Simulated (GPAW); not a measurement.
# InPd (Fm-3m) in GPAW: settings compared, part 2 of 2

GPAW 26.7.0. Earlier steps stand in the parts before.

### Step 3. Relaxation of cell and atoms, r2SCAN+D4

run.py reads:

```python
from ase import Atoms
from ase.calculators.mixing import SumCalculator
from ase.filters import FrechetCellFilter
from ase.io import write
from ase.optimize import BFGS
from dftd4.ase import DFTD4
from gpaw import GPAW, PW

atoms = Atoms(['In', 'Pd'],
              cell=[[0.0, 2.74607, 2.74607],
                    [2.74607, 0.0, 2.74607],
                    [2.74607, 2.74607, 0.0]],
              scaled_positions=[[0.0, 0.0, 0.0],
                                [0.5, 0.5, 0.5]],
              pbc=True)

calc = GPAW(mode=PW(600),
            xc='MGGA_X_R2SCAN+MGGA_C_R2SCAN',
            kpts={'size': (8, 8, 8), 'gamma': True},
            occupations={'name': 'fermi-dirac', 'width': 0.05},
            nbands=26,
            convergence={'density': 1e-05, 'forces': 0.0001},
            maxiter=150,
            txt='gpaw.txt')
atoms.calc = SumCalculator([calc, DFTD4(method='r2scan')])
opt = BFGS(FrechetCellFilter(atoms), trajectory='relax.traj', logfile='-')
done = opt.run(fmax=0.02, steps=60)
calc.write('gs.gpw')
write('result.traj', atoms)
print('Converged:', done)
print('Cell:', atoms.cell.cellpar().round(4))
print('Volume:', round(atoms.get_volume(), 4))
print(atoms.get_scaled_positions().round(5))
```

Potentials or basis: GPAW PAW data sets (gpaw-data 1.2.1), pw.

The run is started by

```sh
$ OMP_NUM_THREADS=1 python run.py
```

gpaw.txt:

```text
__  _  _
 | _ |_)|_||  |
 |__||  | ||/\| - 26.7.0

Input parameters:
  mode=PW(ecut=600.0),
  convergence={'density': 1e-05, 'forces': 0.0001},
  kpts=MonkhorstPack(size=(8, 8, 8), gamma=True),
  maxiter=150,
  nbands=26,
  occupations=Occupations(name='fermi-dirac', width=0.05),
  xc=XC(name='MGGA_X_R2SCAN+MGGA_C_R2SCAN')

Diagonalizing LCAO Hamiltonian
Converting LCAO to pw mode

                Pd

       In

Atoms  # Å, Bohr magnetons
|   | symbol |        x |        y |        z |    initial magnetic moments |
|---|--------|----------|----------|----------|-----------------------------|
| 0 |     In | 0.000000 | 0.000000 | 0.000000 | ( 0.0000,  0.0000,  0.0000) |
| 1 |     Pd | 2.746070 | 2.746070 | 2.746070 | ( 0.0000,  0.0000,  0.0000) |

Unit cell  # Å
| periodic |        x |        y |        z |  lengths |    angles |
|----------|----------|----------|----------|----------|-----------|
|      yes | 0.000000 | 2.746070 | 2.746070 | 3.883529 | 60.000000 |
|      yes | 2.746070 | 0.000000 | 2.746070 | 3.883529 | 60.000000 |
|      yes | 2.746070 | 2.746070 | 0.000000 | 3.883529 | 60.000000 |

Number of symmetries: 48
Symmetry operations  # r_c * U_cc + t_c -> r_c
|    | kind |            matrix            |
|----|------|------------------------------|
|  0 |  σ   |  1, 0, 0,  1, 0,-1,  1,-1, 0 |
|  1 |  C2  |  1, 0, 0,  1,-1, 0,  1, 0,-1 |
|  2 |  E   |  1, 0, 0,  0, 1, 0,  0, 0, 1 |
|  3 |  σ   |  1, 0, 0,  0, 0, 1,  0, 1, 0 |
|  4 |  C4  |  1, 0,-1,  1, 0, 0,  1,-1, 0 |
|  5 |  S6  |  1, 0,-1,  1,-1, 0,  1, 0, 0 |
|  6 |  σ   |  1, 0,-1,  0, 1,-1,  0, 0,-1 |
|  7 |  C3  |  1, 0,-1,  0, 0,-1,  0, 1,-1 |
|  8 |  S6  |  1,-1, 0,  1, 0, 0,  1, 0,-1 |
|  9 |  C4  |  1,-1, 0,  1, 0,-1,  1, 0, 0 |
| 10 |  C3  |  1,-1, 0,  0,-1, 1,  0,-1, 0 |
| 11 |  σ   |  1,-1, 0,  0,-1, 0,  0,-1, 1 |
| 12 |  σ   |  0, 1, 0,  1, 0, 0,  0, 0, 1 |
| 13 |  C4  |  0, 1, 0,  0, 1,-1, -1, 1, 0 |
| 14 |  C3  |  0, 1, 0,  0, 0, 1,  1, 0, 0 |
| 15 |  S6  |  0, 1, 0, -1, 1, 0,  0, 1,-1 |
| 16 |  C2  |  0, 1,-1,  1, 0,-1,  0, 0,-1 |
| 17 |  σ   |  0, 1,-1,  0, 1, 0, -1, 1, 0 |
| 18 |  S4  |  0, 1,-1,  0, 0,-1,  1, 0,-1 |
| 19 |  C4  |  0, 1,-1, -1, 1, 0,  0, 1, 0 |
| 20 |  C3  |  0, 0, 1,  1, 0, 0,  0, 1, 0 |
| 21 |  σ   |  0, 0, 1,  0, 1, 0,  1, 0, 0 |
| 22 |  S6  |  0, 0, 1,  0,-1, 1, -1, 0, 1 |
| 23 |  C4  |  0, 0, 1, -1, 0, 1,  0,-1, 1 |
| 24 |  S4  |  0, 0,-1,  1, 0,-1,  0, 1,-1 |
| 25 |  C3  |  0, 0,-1,  0, 1,-1,  1, 0,-1 |
| 26 |  C2  |  0, 0,-1,  0,-1, 0, -1, 0, 0 |
| 27 |  S6  |  0, 0,-1, -1, 0, 0,  0,-1, 0 |
| 28 |  S4  |  0,-1, 1,  1,-1, 0,  0,-1, 0 |
| 29 |  C4  |  0,-1, 1,  0, 0, 1, -1, 0, 1 |
| 30 |  C2  |  0,-1, 1,  0,-1, 0,  1,-1, 0 |
| 31 |  σ   |  0,-1, 1, -1, 0, 1,  0, 0, 1 |
| 32 |  C3  |  0,-1, 0,  1,-1, 0,  0,-1, 1 |
| 33 |  S6  |  0,-1, 0,  0, 0,-1, -1, 0, 0 |
| 34 |  S4  |  0,-1, 0,  0,-1, 1,  1,-1, 0 |
| 35 |  C2  |  0,-1, 0, -1, 0, 0,  0, 0,-1 |
| 36 |  C2  | -1, 1, 0,  0, 1, 0,  0, 1,-1 |
| 37 |  S6  | -1, 1, 0,  0, 1,-1,  0, 1, 0 |
| 38 |  S4  | -1, 1, 0, -1, 0, 1, -1, 0, 0 |
| 39 |  C3  | -1, 1, 0, -1, 0, 0, -1, 0, 1 |
| 40 |  S6  | -1, 0, 1,  0, 0, 1,  0,-1, 1 |
| 41 |  C2  | -1, 0, 1,  0,-1, 1,  0, 0, 1 |
| 42 |  C3  | -1, 0, 1, -1, 1, 0, -1, 0, 0 |
| 43 |  S4  | -1, 0, 1, -1, 0, 0, -1, 1, 0 |
| 44 |  C2  | -1, 0, 0,  0, 0,-1,  0,-1, 0 |
| 45 |  i   | -1, 0, 0,  0,-1, 0,  0, 0,-1 |
| 46 |  σ   | -1, 0, 0, -1, 1, 0, -1, 0, 1 |
| 47 |  C2  | -1, 0, 0, -1, 0, 1, -1, 1, 0 |

BZ-sampling:
  Number of BZ points: 512
  Number of IBZ points: 29
[... 185 lines left out ...]
|         20 |        20.066 |     0.000 |
|         21 |        20.066 |     0.000 |
|        ... |               |           |
|         25 |        24.931 |     0.000 |

No gap
No difference between direct/indirect transitions

Stress tensor  # eV/Ang^3
|        x |        y |        z |
|----------|----------|----------|
| 0.017923 | 0.000000 | 0.000000 |
| 0.000000 | 0.017923 | 0.000000 |
| 0.000000 | 0.000000 | 0.017923 |

Forces  # eV/Ang
|        x |        y |        z |
|----------|----------|----------|
|  0.00000 | -0.00000 | -0.00000 |  # In   0
| -0.00000 |  0.00000 |  0.00000 |  # Pd   1

Diagonalizing LCAO Hamiltonian
Converting LCAO to pw mode

                Pd

       In

Atoms  # Å, Bohr magnetons
|   | symbol |        x |         y |         z |    initial magnetic moments |
|---|--------|----------|-----------|-----------|-----------------------------|
| 0 |     In | 0.000000 | -0.000000 | -0.000000 | ( 0.0000,  0.0000,  0.0000) |
| 1 |     Pd | 2.736371 |  2.736371 |  2.736371 | ( 0.0000,  0.0000,  0.0000) |

Unit cell  # Å
| periodic |        x |        y |        z |  lengths |    angles |
|----------|----------|----------|----------|----------|-----------|
|      yes | 0.000000 | 2.736371 | 2.736371 | 3.869813 | 60.000000 |
|      yes | 2.736371 | 0.000000 | 2.736371 | 3.869813 | 60.000000 |
|      yes | 2.736371 | 2.736371 | 0.000000 | 3.869813 | 60.000000 |

Number of symmetries: 12
Symmetry operations  # r_c * U_cc + t_c -> r_c
|    | kind |            matrix            |
|----|------|------------------------------|
|  0 |  E   |  1, 0, 0,  0, 1, 0,  0, 0, 1 |
|  1 |  σ   |  1, 0, 0,  0, 0, 1,  0, 1, 0 |
|  2 |  σ   |  0, 1, 0,  1, 0, 0,  0, 0, 1 |
|  3 |  C3  |  0, 1, 0,  0, 0, 1,  1, 0, 0 |
|  4 |  C3  |  0, 0, 1,  1, 0, 0,  0, 1, 0 |
|  5 |  σ   |  0, 0, 1,  0, 1, 0,  1, 0, 0 |
|  6 |  C2  |  0, 0,-1,  0,-1, 0, -1, 0, 0 |
|  7 |  S6  |  0, 0,-1, -1, 0, 0,  0,-1, 0 |
[... 201 lines left out ...]
Stress tensor  # eV/Ang^3
|         x |         y |         z |
|-----------|-----------|-----------|
|  0.012283 | -0.000001 | -0.000001 |
| -0.000001 |  0.012283 | -0.000001 |
| -0.000001 | -0.000001 |  0.012283 |

Forces  # eV/Ang
|       x |       y |        z |
|---------|---------|----------|
| 0.00000 | 0.00000 | -0.00000 |  # In   0
| 0.00000 | 0.00000 |  0.00000 |  # Pd   1

Interpolating wave functions to new cell

               Pd

       In

Atoms  # Å, Bohr magnetons
|   | symbol |        x |         y |        z |    initial magnetic moments |
|---|--------|----------|-----------|----------|-----------------------------|
| 0 |     In | 0.000000 | -0.000000 | 0.000000 | ( 0.0000,  0.0000,  0.0000) |
| 1 |     Pd | 2.705722 |  2.705722 | 2.705722 | ( 0.0000,  0.0000,  0.0000) |

Unit cell  # Å
| periodic |        x |        y |        z |  lengths |    angles |
|----------|----------|----------|----------|----------|-----------|
|      yes | 0.000004 | 2.705720 | 2.705720 | 3.826466 | 59.999903 |
|      yes | 2.705720 | 0.000004 | 2.705720 | 3.826466 | 59.999903 |
|      yes | 2.705720 | 2.705720 | 0.000004 | 3.826466 | 59.999903 |

Number of symmetries: 12
Symmetry operations  # r_c * U_cc + t_c -> r_c
|    | kind |            matrix            |
|----|------|------------------------------|
|  0 |  E   |  1, 0, 0,  0, 1, 0,  0, 0, 1 |
|  1 |  σ   |  1, 0, 0,  0, 0, 1,  0, 1, 0 |
|  2 |  σ   |  0, 1, 0,  1, 0, 0,  0, 0, 1 |
|  3 |  C3  |  0, 1, 0,  0, 0, 1,  1, 0, 0 |
|  4 |  C3  |  0, 0, 1,  1, 0, 0,  0, 1, 0 |
|  5 |  σ   |  0, 0, 1,  0, 1, 0,  1, 0, 0 |
|  6 |  C2  |  0, 0,-1,  0,-1, 0, -1, 0, 0 |
|  7 |  S6  |  0, 0,-1, -1, 0, 0,  0,-1, 0 |
[... 202 lines left out ...]
Stress tensor  # eV/Ang^3
|         x |         y |         z |
|-----------|-----------|-----------|
| -0.008008 | -0.000001 | -0.000001 |
| -0.000001 | -0.008008 | -0.000001 |
| -0.000001 | -0.000001 | -0.008008 |

Forces  # eV/Ang
|       x |        y |        z |
|---------|----------|----------|
| 0.00000 |  0.00000 |  0.00000 |  # In   0
| 0.00000 | -0.00000 | -0.00000 |  # Pd   1

Interpolating wave functions to new cell

               Pd

       In

Atoms  # Å, Bohr magnetons
|   | symbol |        x |         y |        z |    initial magnetic moments |
|---|--------|----------|-----------|----------|-----------------------------|
| 0 |     In | 0.000000 | -0.000000 | 0.000000 | ( 0.0000,  0.0000,  0.0000) |
| 1 |     Pd | 2.707971 |  2.707971 | 2.707971 | ( 0.0000,  0.0000,  0.0000) |

Unit cell  # Å
| periodic |        x |        y |        z |  lengths |    angles |
|----------|----------|----------|----------|----------|-----------|
|      yes | 0.000005 | 2.707968 | 2.707968 | 3.829645 | 59.999885 |
|      yes | 2.707968 | 0.000005 | 2.707968 | 3.829645 | 59.999885 |
|      yes | 2.707968 | 2.707968 | 0.000005 | 3.829645 | 59.999885 |

Number of symmetries: 12
Symmetry operations  # r_c * U_cc + t_c -> r_c
|    | kind |            matrix            |
|----|------|------------------------------|
|  0 |  E   |  1, 0, 0,  0, 1, 0,  0, 0, 1 |
|  1 |  σ   |  1, 0, 0,  0, 0, 1,  0, 1, 0 |
|  2 |  σ   |  0, 1, 0,  1, 0, 0,  0, 0, 1 |
|  3 |  C3  |  0, 1, 0,  0, 0, 1,  1, 0, 0 |
|  4 |  C3  |  0, 0, 1,  1, 0, 0,  0, 1, 0 |
|  5 |  σ   |  0, 0, 1,  0, 1, 0,  1, 0, 0 |
|  6 |  C2  |  0, 0,-1,  0,-1, 0, -1, 0, 0 |
|  7 |  S6  |  0, 0,-1, -1, 0, 0,  0,-1, 0 |
[... 204 lines left out ...]
Stress tensor  # eV/Ang^3
|         x |         y |         z |
|-----------|-----------|-----------|
| -0.006380 | -0.000001 | -0.000001 |
| -0.000001 | -0.006380 | -0.000001 |
| -0.000001 | -0.000001 | -0.006380 |

Forces  # eV/Ang
|       x |        y |        z |
|---------|----------|----------|
| 0.00000 | -0.00000 |  0.00000 |  # In   0
| 0.00000 |  0.00000 | -0.00000 |  # Pd   1

# Writing to gs.gpw (mode='')
```

It took 11 min on 1 thread of Arm Neoverse V2, shared host; peak memory 0.93 GiB.

What came out:

```yaml
Free_energy: -34.9072 eV
Relaxed_volume: 19.86 Å³/atom
Relaxed_cell: a = 3.830 Å, b = 3.830 Å, c = 3.830 Å, α = 60.00°, β = 60.00°, γ = 60.00°
Space_group_after_relaxing_to_0.05_Å: Fm-3m (No. 225)
Energy_gained_by_relaxing: 10.5 meV/atom
Ionic_steps: 4
Pressure_after_relaxing: 0.0 GPa
Band_gap_on_the_k_mesh: none (metal or under the smearing width)
Dispersion_energy_per_atom: -0.139 eV
```

The path:
| step | energy change (eV) | largest force (eV/Å) | pressure (GPa) | volume (Å³) |
| --- | --- | --- | --- | --- |
| 1 | 0.0000 | 0.0000 | -3.83 | 41.42 |
| 2 | -0.0092 | 0.0000 | -2.95 | 40.98 |
| 3 | -0.0210 | 0.0000 | 0.24 | 39.62 |
| 4 | -0.0210 | 0.0000 | -0.01 | 39.72 |

Final structure:
```xyz
2
Lattice="0.0000 2.7080 2.7080 2.7080 0.0000 2.7080 2.7080 2.7080 0.0000" Properties=species:S:1:pos:R:3 pbc="T T T"
In    0.0000    0.0000    0.0000
Pd    2.7080    2.7080    2.7080
```

Caveat: later steps reuse the first step's grids; the PAW data sets were made with another functional, which shifts forces and pressure a little; pairwise dispersion overbinds metals, which lowers pressure and volume.
